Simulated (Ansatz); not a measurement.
# Energy ranking of InGa2P3 structures

The calculation used Ansatz 0.2.0, DFT PBE, scalar-relativistic, plane waves, PAW. Settings: cutoff 420 eV, Γ-centred meshes spaced at most about 0.3 Å⁻¹, and about 0.25 Å⁻¹ or finer for metals (2π included), Gaussian smearing. No spin polarisation.

The zero of energy is the elements' standard structures at the same level; no fitted shifts are applied. The references include black phosphorus.

Temperature and zero-point effects are left out. Larger cells and other orderings weren't all tried, so the list isn't exhaustive. Kohn–Sham gaps at this level usually fall short of measured ones. The reference form of P is held partly by dispersion forces, which this level lacks.

Invented guesses were relaxed alike, and ends that match in structure were merged. ΔE counts from the first row. Coordination counts P atoms around Ga and In (those within 1.25 times the shortest such distance or 1.15 times the sum of covalent radii). The ends were matched against large subsets of the Crystallography Open Database and the Materials Project, so a missing match doesn't prove that a structure is unreported.

| # | reached from | type and space group | atoms | Å³/atom | coordination | ΔE (meV/atom) | gap on mesh (eV) | in databases |
| --- | --- | --- | --- | --- | --- | --- | --- | --- |
| 1 | In and Ga ordered on zinc blende sites | I-4m2 (No. 119) | 6 | 22.6 | In 4, Ga 4 | 0 | 0.99 | no match |
| 2 | In and Ga ordered on rock salt sites | P-3m1 (No. 164) | 6 | 18.5 | In 6, Ga 6 | 346 | 0.00 | no match |
| 3 | In and Ga ordered on rock salt sites | I4/mmm (No. 139) | 6 | 18.6 | In 6, Ga 6 | 369 | 0.00 | no match |

The lowest: Space group I-4m2 (No. 119), tetragonal, a = 3.989 Å, c = 17.069 Å. In has 4 P at 2.54 Å; Ga has 4 P at 2.40–2.41 Å; around P on a site of symmetry 2mm lie 2 Ga at 2.40 Å and 2 In at 2.54 Å; around P on a site of symmetry -4m2 lie 4 Ga at 2.41 Å. Its energy over the elements is −0.348 eV/atom. It lies below the elements, which doesn't yet make it stable against other compounds or structures. An observed structure of this formula, if there is one, may be missing.

```cif
data_structure
_symmetry_space_group_name_H-M 'I-4m2'
_symmetry_Int_Tables_number 119
_cell_length_a 3.9885
_cell_length_b 3.9885
_cell_length_c 17.0692
_cell_angle_alpha 90.000
_cell_angle_beta 90.000
_cell_angle_gamma 90.000
_cell_volume 271.54
loop_
_atom_site_label
_atom_site_type_symbol
_atom_site_symmetry_multiplicity
_atom_site_Wyckoff_symbol
_atom_site_fract_x
_atom_site_fract_y
_atom_site_fract_z
_atom_site_occupancy
In1 In 2 a 0.00000 0.00000 0.00000 1
Ga1 Ga 4 e 0.50000 0.50000 0.17087 1
P1 P 4 f 0.00000 0.50000 0.40741 1
P2 P 2 d 0.50000 0.00000 0.25000 1
```

The second: Space group P-3m1 (No. 164), trigonal, a = 3.754 Å, c = 9.095 Å. In is surrounded by 6 P at 2.76 Å; Ga is surrounded by 6 P at 2.57–2.61 Å; P on a site of symmetry 3m has 3 Ga at 2.57 Å and 3 In at 2.76 Å; P on a site of symmetry -3m is surrounded by 6 Ga at 2.61 Å. Counting P atoms around Ga and In, the first has In 4, Ga 4 and the second has In 6, Ga 6. Cells relaxed within their symmetry can be saddle points.

```xyz
6
Lattice="3.7541 0.0000 0.0000 -1.8771 3.2512 0.0000 0.0000 0.0000 9.0949" Properties=species:S:1:pos:R:3 pbc="T T T"
In    0.0000    0.0000    4.5475
Ga    1.8771    1.0837    7.6360
Ga    0.0000    2.1675    1.4589
P     0.0000    2.1675    6.2482
P     1.8771    1.0837    2.8467
P     0.0000    0.0000    0.0000
```

Some types were kept out of the candidates beforehand, so the set may lack a known form.

The ranking clearly favours tetrahedral bonding over the octahedral arrangements tried. With an average of four valence electrons per atom, a zinc blende network can fill its sp³ bonding states and leave the antibonding ones empty, which gives the lowest structure its gap. Six-fold coordination spreads the same electrons over more, longer and weaker contacts, and both rock salt orderings lose the gap and lie at least 346 meV/atom higher. Their smaller volumes suggest that compression would narrow this difference, in line with the known pressure-induced transitions of GaP and InP to denser, six-coordinated metallic phases.

Within the tetrahedral structure, the In–P and Ga–P bonds keep distinct lengths, 2.54 Å against 2.40–2.41 Å, so the size mismatch is taken up largely by bond-angle distortion. That strain is the usual reason why mixing GaP with InP costs enthalpy, and the solid solution owes its stability largely to configurational entropy. The lowest row is therefore probably better read as one ordered arrangement of the familiar alloy than as a distinct compound.
